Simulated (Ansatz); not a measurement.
Bulk crystal (AlN) after relaxation:

```cif
data_structure
_symmetry_space_group_name_H-M 'P 1'
_symmetry_Int_Tables_number 1
_cell_length_a 3.1302
_cell_length_b 3.1302
_cell_length_c 5.0180
_cell_angle_alpha 90.000
_cell_angle_beta 90.000
_cell_angle_gamma 120.000
_cell_volume 42.58
loop_
_atom_site_label
_atom_site_type_symbol
_atom_site_fract_x
_atom_site_fract_y
_atom_site_fract_z
_atom_site_occupancy
Al1 Al 0.33333 0.66667 0.00173 1
Al2 Al 0.66667 0.33333 0.50173 1
N1 N 0.33333 0.66667 0.38327 1
N2 N 0.66667 0.33333 0.88327 1
```

Miller indices refer to the conventional cell of P6_3mc (No. 186), a = 3.130 Å, b = 3.130 Å, c = 5.018 Å, α = 90.00°, β = 90.00°, γ = 120.00°. The bulk's gap is 4.03 eV.

The (001) slab of 12 planes, 13.1 Å thick with 15 Å of vacuum as cut; outer planes Al (top) and N (bottom).

All numbers below come from DFT PBE, scalar-relativistic, plane waves, PAW (Ansatz 0.2.0). Cutoff 420 eV; k points 9×9×1 on the computed 12-atom cell (Γ-centred); Gaussian smearing, width 0.05 eV; no spin polarisation. A dipole correction removes the field between periodic images along c.

This cut of an insulator is polar or leaves open shells, so the slab is metallic here; real surfaces compensate by reconstruction or adsorbates.

Results for the relaxed slab:

| Property | Result |
| --- | --- |
| Surface energy (mean of both faces) | 3.37 J/m² |
| Gap of the slab on the mesh | none (metal or semimetal) |
| Work function | 3.91 eV (top), 6.31 eV (bottom) |
| Dipole of the slab along +c, per cell | 0.11 e·Å |

Relaxation lowers the energy by 0.403 J/m² a face; the largest move is 0.342 Å.

```tsv
plane (bottom to top)	atoms	spacing to next, bulk (Å)	relaxed (Å)	change (%)
1	N	0.594	0.291	-51.1
2	Al	1.915	2.027	+5.9
3	N	0.594	0.422	-29.0
4	Al	1.915	2.001	+4.5
5	N	0.594	0.466	-21.7
6	Al	1.915	1.994	+4.1
7	N	0.594	0.468	-21.3
8	Al	1.915	1.992	+4.1
9	N	0.594	0.470	-20.9
10	Al	1.915	2.012	+5.1
11	N	0.594	0.485	-18.4
12	Al
```

Spin polarisation was left out, and a magnetic state may lie lower.